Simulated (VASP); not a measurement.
# PbS (Galena) (Fm-3m) in VASP: a series of runs, part 2 of 2

VASP 6.6.1. Earlier steps stand in the parts before.

**4. Relaxation of cell and atoms, r2SCAN**

This run uses another cell than the first one, of 26.67 Å³/atom, 1.022 times its volume.

The input, INCAR:

```
PREC     = Accurate       # precision mode
ENCUT    = 600            # plane-wave cutoff, eV
EDIFF    = 1E-7           # SCF threshold, eV
ISMEAR   = 0              # smearing method
SIGMA    = 0.03           # smearing width, eV
LREAL    = F              # projectors in reciprocal space
LASPH    = T              # aspherical terms in the spheres
NELM     = 80             # most SCF steps
ALGO     = Normal         # electronic algorithm
ISIF     = 3              # what is computed and relaxed
LWAVE    = F              # write WAVECAR
LCHARG   = F              # write CHGCAR
METAGGA  = R2SCAN         # meta-GGA
LMIXTAU  = T            
IBRION   = 2              # ionic algorithm
NSW      = 90             # ionic steps
EDIFFG   = -0.005         # ionic threshold
```

The input, KPOINTS:

```
regular mesh
0
Gamma
  8 8 8
```

The input, POSCAR:

```
PbS                                     
1.0
    0.0000000000      2.9877090861      2.9877090861
    2.9877090861     -0.0000000000      2.9877090861
    2.9877090861      2.9877090861     -0.0000000000
  Pb              S             
     1     1
Direct
     0.0000000000000000    0.0000000000000000    0.0000000000000000
     0.5000000000000000    0.5000000000000000    0.5000000000000000
```

Potentials or basis: VASP PAW PBE potentials, release 64 (Pb_d, S).

On the command line:

```bash
$ cat potpaw_PBE.64/Pb_d/POTCAR potpaw_PBE.64/S/POTCAR > POTCAR
$ mpirun -np 1 vasp_std > vasp.out
```

OUTCAR:

```text
PREC = Accurate
   ENCUT = 600
   EDIFF = 1E-7
   ISMEAR = 0
   LREAL = F
   LASPH = T
   NELM = 80
   ISIF = 3
   METAGGA = R2SCAN
   IBRION = 2
   NSW = 90
   EDIFFG = -0.005

 ion  position               nearest neighbor table
   1  0.000  0.000  0.000-   2 2.99   2 2.99   2 2.99   2 2.99   2 2.99   2 2.99
   2  0.500  0.500  0.500-   1 2.99   1 2.99   1 2.99   1 2.99   1 2.99   1 2.99

  LATTYP: Found a face centered cubic cell.
 ALAT       =     5.9754181722

  Lattice vectors:

[... 590 lines left out ...]
     10       4.3905      2.00000
     11       7.2626      0.00000
     12       9.0887      0.00000
     13       9.7181      0.00000
     14      13.8389      0.00000

 [... further k-points ...]
[... 5 lines left out ...]
  --------------------------------------------------------------------------------------
  -------------------------------------------------------------------------------------
  Total       -0.0005284     -0.0005284     -0.0005284     -0.0000000      0.0000000     -0.0000000
  in kB       -0.0158730     -0.0158730     -0.0158730     -0.0000000      0.0000000     -0.0000000
  external PRESSURE =      -0.0158730 kB  Pullay stress =       0.0000000 kB

 VOLUME and BASIS-vectors are now :
 -----------------------------------------------------------------------------
  energy-cutoff  :      600.00
  volume of cell :       53.34
      direct lattice vectors                 reciprocal lattice vectors
     0.000000000  2.987709086  2.987709086    -0.167352304  0.167352304  0.167352304
     2.987709086  0.000000000  2.987709086     0.167352304 -0.167352304  0.167352304
     2.987709086  2.987709086  0.000000000     0.167352304  0.167352304 -0.167352304

 POSITION                                       TOTAL-FORCE (eV/Angst)
 -----------------------------------------------------------------------------------
      0.00000      0.00000      0.00000        -0.000000      0.000000      0.000000
      2.98771      2.98771      2.98771         0.000000      0.000000     -0.000000
 -----------------------------------------------------------------------------------
    total drift:                                0.000000      0.000000      0.000000

  FREE ENERGIE OF THE ION-ELECTRON SYSTEM (eV)
  ---------------------------------------------------
  free  energy   TOTEN  =       -65.6126566205 eV

  energy  without entropy=      -65.6126566205  energy(sigma->0) =      -65.61265662

 reached required accuracy - stopping structural energy minimisation
```

CONTCAR:

```text
PbS
   1.00000000000000
     0.0000000000000000    2.9877090861000002    2.9877090861000002
     2.9877090861000002    0.0000000000000000    2.9877090861000002
     2.9877090861000002    2.9877090861000002    0.0000000000000000
  Pb              S
     1     1
Direct
     0.0000000000000000    0.0000000000000000    0.0000000000000000
     0.5000000000000000    0.5000000000000000    0.5000000000000000

  0.00000000E+00  0.00000000E+00  0.00000000E+00
  0.00000000E+00  0.00000000E+00  0.00000000E+00
```

Run time: 61 s. Hardware: 1 thread of Intel Xeon 6975P-C (Granite Rapids), shared host; peak memory 0.22 GiB.

Results:

| Quantity | Value |
| --- | --- |
| Free energy | -65.6127 eV |
| Pressure after relaxing | 0.0 GPa |
| Band gap on the k mesh | 0.70 eV, direct |

Final structure:
```yaml
crystal:
  lattice:
    - [0.00000, 2.98771, 2.98771]
    - [2.98771, 0.00000, 2.98771]
    - [2.98771, 2.98771, 0.00000]
  atoms:
    - { symbol: Pb, position: [0.00000, 0.00000, 0.00000] }
    - { symbol: S, position: [0.50000, 0.50000, 0.50000] }
```

Levels at points of the mesh, in eV from the valence-band top:
```tsv
k point	band 7	band 8	band 9	band 10	band 11	band 12	band 13	band 14
(0.00, 0.00, 0.00)	-6.13	-2.20	-2.20	-2.20	5.51	5.51	5.51	7.21
(0.50, 0.00, 0.00)	-8.96	-1.81	-1.81	0.00	0.70	2.25	2.25	9.16
(0.50, 0.50, 0.00)	-7.31	-5.17	-3.44	-3.44	4.26	5.95	6.02	6.02
```

Caveat: the relaxation stopped at its first step, so nothing moved; the PAW data sets were made with another functional, which shifts forces and pressure a little; spin-orbit coupling is left out, which as a rule narrows the gap of such compounds by several tenths of an eV. A k mesh can miss the band edges.

**5. Relaxation of the atoms, r2SCAN (a relaxed cell with its volume scaled by 0.94)**

INCAR: that of step 4 with these lines changed.

```diff
@@ -9,3 +9,3 @@
 ALGO     = Normal         # electronic algorithm
-ISIF     = 3              # what is computed and relaxed
+ISIF     = 2              # what is computed and relaxed
 LWAVE    = F              # write WAVECAR
@@ -15,3 +15,3 @@
 IBRION   = 2              # ionic algorithm
-NSW      = 90             # ionic steps
-EDIFFG   = -0.005         # ionic threshold
+NSW      = 40             # ionic steps
+EDIFFG   = -0.01          # ionic threshold
```

KPOINTS is that of step 4.

The input, POSCAR:

```
PbS                                     
1.0
    0.0000000000      2.9267183176      2.9267183176
    2.9267183176      0.0000000000      2.9267183176
    2.9267183176      2.9267183176      0.0000000000
  Pb              S             
     1     1
Direct
     0.0000000000000000    0.0000000000000000    0.0000000000000000
     0.5000000000000000    0.5000000000000000    0.5000000000000000
```

Potentials or basis: VASP PAW PBE potentials, release 64 (Pb_d, S).

On the command line:

```bash
$ cat potpaw_PBE.64/Pb_d/POTCAR potpaw_PBE.64/S/POTCAR > POTCAR
$ mpirun -np 1 vasp_std > vasp.out
```

OUTCAR:

```text
PREC = Accurate
   ENCUT = 600
   EDIFF = 1E-7
   ISMEAR = 0
   LREAL = F
   LASPH = T
   NELM = 80
   ISIF = 2
   METAGGA = R2SCAN
   IBRION = 2
   NSW = 40
   EDIFFG = -0.01

 ion  position               nearest neighbor table
   1  0.000  0.000  0.000-   2 2.93   2 2.93   2 2.93   2 2.93   2 2.93   2 2.93
   2  0.500  0.500  0.500-   1 2.93   1 2.93   1 2.93   1 2.93   1 2.93   1 2.93

  LATTYP: Found a face centered cubic cell.
 ALAT       =     5.8534366352

  Lattice vectors:

 A1 = (   0.0000000000,   2.9267183176,   2.9267183176)
 A2 = (   2.9267183176,   0.0000000000,   2.9267183176)
 A3 = (   2.9267183176,   2.9267183176,   0.0000000000)

Analysis of symmetry for initial positions (statically):
=====================================================================
 Subroutine PRICEL returns:
 Original cell was already a primitive cell.

 Routine SETGRP: Setting up the symmetry group for a
 face centered cubic supercell.

 Subroutine GETGRP returns: Found 48 space group operations
 (whereof 48 operations were pure point group operations)
 out of a pool of 48 trial point group operations.

The static configuration has the point symmetry O_h .

Analysis of symmetry for dynamics (positions and initial velocities):
=====================================================================
 Subroutine PRICEL returns:
 Original cell was already a primitive cell.

 Routine SETGRP: Setting up the symmetry group for a
 face centered cubic supercell.

 Subroutine GETGRP returns: Found 48 space group operations
 (whereof 48 operations were pure point group operations)
 out of a pool of 48 trial point group operations.

The dynamic configuration has the point symmetry O_h .

 Subroutine INISYM returns: Found 48 space group operations
 (whereof 48 operations are pure point group operations),
 and found     1 'primitive' translations

----------------------------------------------------------------------------------------

                                     Primitive cell

  volume of cell :      50.1387

  direct lattice vectors                    reciprocal lattice vectors
     0.000000000  2.926718318  2.926718318    -0.170839810  0.170839810  0.170839810
     2.926718318  0.000000000  2.926718318     0.170839810 -0.170839810  0.170839810
     2.926718318  2.926718318  0.000000000     0.170839810  0.170839810 -0.170839810

  length of vectors
     4.139004738  4.139004738  4.139004738     0.295903230  0.295903230  0.295903230

  position of ions in fractional coordinates (direct lattice)
     0.000000000  0.000000000  0.000000000
     0.500000000  0.500000000  0.500000000

  ion indices of the primitive-cell ions
   primitive index   ion index
                 1           1
                 2           2

----------------------------------------------------------------------------------------

 KPOINTS: regular mesh

Automatic generation of k-mesh.
 Grid dimensions read from file:
 generate k-points for:    8    8    8

 Generating k-lattice:

  Cartesian coordinates                     Fractional coordinates (reciprocal lattice)
    -0.021354976  0.021354976  0.021354976     0.125000000  0.000000000  0.000000000
     0.021354976 -0.021354976  0.021354976     0.000000000  0.125000000  0.000000000
[... 39 lines left out ...]
 [... further k-points ...]
   k-points           NKPTS =     29   k-points in BZ     NKDIM =     29   number of bands    NBANDS=     14
   number of dos      NEDOS =    301   number of ions     NIONS =      2
   total plane-waves  NPLWV =  46656
   dimension x,y,z NGX =    36 NGY =   36 NGZ =   36
   dimension x,y,z NGXF=    72 NGYF=   72 NGZF=   72
   ions per type =               1   1
   NGX,Y,Z   is equivalent  to a cutoff of  14.46, 14.46, 14.46 a.u.
   NGXF,Y,Z  is equivalent  to a cutoff of  28.92, 28.92, 28.92 a.u.
 SYSTEM =  unknown system
   PREC   = accura    normal or accurate (medium, high low for compatibility)
   ISTART =      0    job   : 0-new  1-cont  2-samecut
   ICHARG =      2    charge: 1-file 2-atom 10-const
   ISPIN  =      1    spin polarized calculation?
   LNONCOLLINEAR =      F non collinear calculations
   LSORBIT =      F    spin-orbit coupling
   LASPH  =      T    aspherical Exc in radial PAW
   ENCUT  =  600.0 eV  44.10 Ry    6.64 a.u.   8.27  8.27  8.27*2*pi/ulx,y,z
   NELM   =     80;   NELMIN=  2; NELMDL= -5     # of ELM steps
   EDIFF  = 0.1E-06   stopping-criterion for ELM
   LREAL  =      F    real-space projection
   EDIFFG = -.1E-01   stopping-criterion for IOM
   NSW    =     40    number of steps for IOM
   IBRION =      2    ionic relax: 0-MD 1-quasi-New 2-CG
   NFREE  =      1    steps in history (QN), initial steepest desc. (CG)
   ISIF   =      2    stress and relaxation
   ISYM   =      2    0-nonsym 1-usesym 2-fastsym
   POTIM  = 0.5000    time-step for ionic-motion
   TEBEG  =    0.0;   TEEND  =   0.0 temperature during run
   PSTRESS=    0.0 pullay stress
   NELECT =      20.0000    total number of electrons
   NUPDOWN=      -1.0000    fix difference up-down
   EMIN   =  10.00;   EMAX   =-10.00  energy-range for DOS
   EFERMI =   0.00;   METHOD = LEGACY
   ISMEAR =     0;   SIGMA  =   0.03  broadening in eV -4-tet -1-fermi 0-gaus
   EFERMI_NEDOS =   21; number of points for ismear=-14 and -15
   IALGO  =     38    algorithm
   IMIX   =      4    mixing-type and parameters
     AMIX     =   0.40;   BMIX     =  1.00
     AMIX_MAG =   1.60;   BMIX_MAG =  1.00
  volume/ion in A,a.u.               =      25.07       169.18
  Fermi-wavevector in a.u.,A,eV,Ry     =   1.205112  2.277331 19.759656  1.452294
  Thomas-Fermi vector in A             =   2.340817
   LORBIT       =      0    0 simple, 1 ext, 2 COOP (PROOUT), +10 PAW based schemes
   METAGGA = R2SCAN    functional components
   LHFCALC =     F    Hartree Fock is set to
   AEXX    =    0.0000 exact exchange contribution
   IVDW    =     0    specifies the selected vdW correction
   LEPSILON=     F    determine dielectric tensor
   LRPA    =     F    only Hartree local field effects (RPA)
 conjugate gradient relaxation of ions
 non-spin polarized calculation
 Gauss-broadening in eV      SIGMA  =   0.03
  energy-cutoff  :      600.00
  volume of cell :       50.14
 maximum number of plane-waves:      1700
 NGX is ok and might be reduce to    36
   NGX = 17   NGY = 17   NGZ = 17

 number of electron      20.0000001 magnetization

 Free energy of the ion-electron system (eV)
  ---------------------------------------------------
  ext. energy  EPLUGINS =         0.00000000
  ---------------------------------------------------
  free energy    TOTEN  =       -65.57359015 eV

  energy without entropy =      -65.57359015  energy(sigma->0) =      -65.57359015

 E-fermi :   6.4578     XC(G=0): -10.4587

 val. band max:        6.3117146116   @ k =   0.5000   0.0000   0.0000
 cond. band min:       6.7692740302   @ k =   0.5000   0.0000   0.0000
 fundamental gap:      0.4575594186
 Fermi energy:         6.4577656845

 k-point     1 :       0.0000    0.0000    0.0000
  band No.  band energies     occupation
      1     -11.2797      2.00000
      2     -11.2797      2.00000
      3     -11.2797      2.00000
      4     -11.2658      2.00000
      5     -11.2658      2.00000
      6      -8.3552      2.00000
      7       0.2248      2.00000
      8       3.6968      2.00000
      9       3.6968      2.00000
     10       3.6968      2.00000
     11      11.9243      0.00000
     12      11.9243      0.00000
     13      11.9243      0.00000
     14      13.2732      0.00000
[... 377 lines left out ...]
      1     -11.3621      2.00000
      2     -11.2879      2.00000
      3     -11.2631      2.00000
      4     -11.2469      2.00000
      5     -11.2219      2.00000
      6      -6.7236      2.00000
      7      -2.7123      2.00000
      8       2.3926      2.00000
      9       2.8649      2.00000
     10       5.1187      2.00000
     11       7.9891      0.00000
     12       9.9193      0.00000
     13      10.6253      0.00000
     14      14.6666      0.00000

 [... further k-points ...]
[... 5 lines left out ...]
  --------------------------------------------------------------------------------------
  -------------------------------------------------------------------------------------
  Total        1.2796159      1.2796159      1.2796159      0.0000000      0.0000000      0.0000000
  in kB       40.8900323     40.8900323     40.8900323      0.0000000      0.0000000      0.0000000
  external PRESSURE =      40.8900323 kB  Pullay stress =       0.0000000 kB

 VOLUME and BASIS-vectors are now :
 -----------------------------------------------------------------------------
  energy-cutoff  :      600.00
  volume of cell :       50.14
      direct lattice vectors                 reciprocal lattice vectors
     0.000000000  2.926718318  2.926718318    -0.170839810  0.170839810  0.170839810
     2.926718318  0.000000000  2.926718318     0.170839810 -0.170839810  0.170839810
     2.926718318  2.926718318  0.000000000     0.170839810  0.170839810 -0.170839810

 POSITION                                       TOTAL-FORCE (eV/Angst)
 -----------------------------------------------------------------------------------
      0.00000      0.00000      0.00000         0.000000      0.000000      0.000000
      2.92672      2.92672      2.92672         0.000000     -0.000000     -0.000000
 -----------------------------------------------------------------------------------
    total drift:                                0.000000      0.000000      0.000000

  FREE ENERGIE OF THE ION-ELECTRON SYSTEM (eV)
  ---------------------------------------------------
  free  energy   TOTEN  =       -65.5735901543 eV

  energy  without entropy=      -65.5735901543  energy(sigma->0) =      -65.57359015

 reached required accuracy - stopping structural energy minimisation
```

Wall time 63 s (1 thread of Intel Xeon 6975P-C (Granite Rapids), shared host); peak memory 0.22 GiB.

What came out:

| Item | Value |
| --- | --- |
| Free energy | -65.5736 eV |
| Pressure after relaxing | 4.1 GPa |
| Band gap on the k mesh | 0.46 eV, direct |

Final structure:
```xyz
2
Lattice="0.0000 2.9267 2.9267 2.9267 0.0000 2.9267 2.9267 2.9267 0.0000" Properties=species:S:1:pos:R:3 pbc="T T T"
Pb    0.0000    0.0000    0.0000
S     2.9267    2.9267    2.9267
```

Caveat: the relaxation stopped at its first step, so nothing moved; the PAW data sets were made with another functional, which shifts forces and pressure a little; spin-orbit coupling is left out, which as a rule narrows the gap of such compounds by several tenths of an eV. A k mesh can miss the band edges.

**6. Relaxation of the atoms, r2SCAN (a relaxed cell with its volume scaled by 0.96)**

INCAR is that of step 5.

KPOINTS is that of step 5.

The input, POSCAR:

```
PbS                                     
1.0
    0.0000000000      2.9473296891      2.9473296891
    2.9473296891      0.0000000000      2.9473296891
    2.9473296891      2.9473296891      0.0000000000
  Pb              S             
     1     1
Direct
     0.0000000000000000    0.0000000000000000    0.0000000000000000
     0.5000000000000000    0.5000000000000000    0.5000000000000000
```

Potentials or basis: VASP PAW PBE potentials, release 64 (Pb_d, S).

On the command line:

```bash
$ cat potpaw_PBE.64/Pb_d/POTCAR potpaw_PBE.64/S/POTCAR > POTCAR
$ mpirun -np 1 vasp_std > vasp.out
```

Run time: 63 s. Hardware: 1 thread of Intel Xeon 6975P-C (Granite Rapids), shared host; peak memory 0.22 GiB.

The run converged. Its results:

| Quantity | Value |
| --- | --- |
| Free energy | -65.5958 eV |
| Pressure after relaxing | 2.6 GPa |
| Band gap on the k mesh | 0.55 eV, direct |

Final structure:
```
Pb S
1.0
     0.00000    2.94733    2.94733
     2.94733    0.00000    2.94733
     2.94733    2.94733    0.00000
Pb S
1 1
Direct
  0.00000 0.00000 0.00000
  0.50000 0.50000 0.50000
```

Levels at points of the mesh, in eV from the valence-band top:
| k point | band 7 | band 8 | band 9 | band 10 | band 11 | band 12 | band 13 | band 14 |
| --- | --- | --- | --- | --- | --- | --- | --- | --- |
| (0.00, 0.00, 0.00) | -6.10 | -2.47 | -2.47 | -2.47 | 5.58 | 5.58 | 5.58 | 7.05 |
| (0.50, 0.00, 0.00) | -9.27 | -2.05 | -2.05 | 0.00 | 0.55 | 2.10 | 2.10 | 9.16 |
| (0.50, 0.50, 0.00) | -7.43 | -5.59 | -3.78 | -3.78 | 4.03 | 6.05 | 6.13 | 6.13 |

Caveat: the relaxation stopped at its first step, so nothing moved; the PAW data sets were made with another functional, which shifts forces and pressure a little; spin-orbit coupling is left out, which as a rule narrows the gap of such compounds by several tenths of an eV.

**7. Overview**

```tsv
task	level	cell	gap on the mesh (eV)	pressure (GPa)
relaxation of the atoms	PBE	atoms relaxed from: a relaxed cell with its volume scaled by 1.06	0.67	-2.7
relaxation of cell and atoms	r2SCAN	relaxed	0.70	0.0
relaxation of the atoms	r2SCAN	atoms relaxed from: a relaxed cell with its volume scaled by 0.94	0.46	4.1
relaxation of the atoms	r2SCAN	atoms relaxed from: a relaxed cell with its volume scaled by 0.96	0.55	2.6
```

Alike in all rows: potentials or basis VASP PAW PBE potentials, release 64 (Pb_d, S); no spin polarisation; k mesh 8 × 8 × 8; cutoff (eV) 600; smearing gaussian 0.03 eV.

Caveats: the relaxation stopped at its first step, so nothing moved; spin-orbit coupling is left out, which as a rule narrows the gap of such compounds by several tenths of an eV; the PAW data sets were made with another functional, which shifts forces and pressure a little (some runs).

Absolute energies hang on the potentials; compare differences alone.
